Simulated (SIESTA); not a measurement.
BAs:

```xyz
2
Lattice="0.0000 2.3885 2.3885 2.3885 0.0000 2.3885 2.3885 2.3885 0.0000" Properties=species:S:1:pos:R:3 pbc="T T T"
As    3.5827    3.5827    3.5827
B     0.0000    0.0000    0.0000
```

Base run:

| Property | Result |
| --- | --- |
| Program | SIESTA 5.4.2 |
| Functional | vdW-DF-cx |
| Potentials or basis | PseudoDojo 0.4 standard (PBE files) |
| Basis | DZP (energy shift 0.003 Ry; two zetas on semicore shells) |
| Grid cutoff | 500 Ry |
| Energy shift | 0.003 Ry |
| k mesh | 10 × 10 × 10 |
| Occupations | fermi-dirac, width 0.05 eV |
| Spin | no spin polarisation |

Its results: band gap on the k mesh 1.32 eV, indirect (least direct gap 3.34 eV); pressure 2.7 GPa.

Question: The run is repeated on the same cell with these changes: functional from vdW-DF-cx to BLYP. What comes out?

Answer: Band gap on the k mesh 1.59 eV, indirect (least direct gap 3.44 eV); pressure 10.2 GPa.

Caveats: the potentials were made for another functional, which shifts forces and pressure; the basis of atomic orbitals isn't converged, which shifts pressures, moduli and gaps.
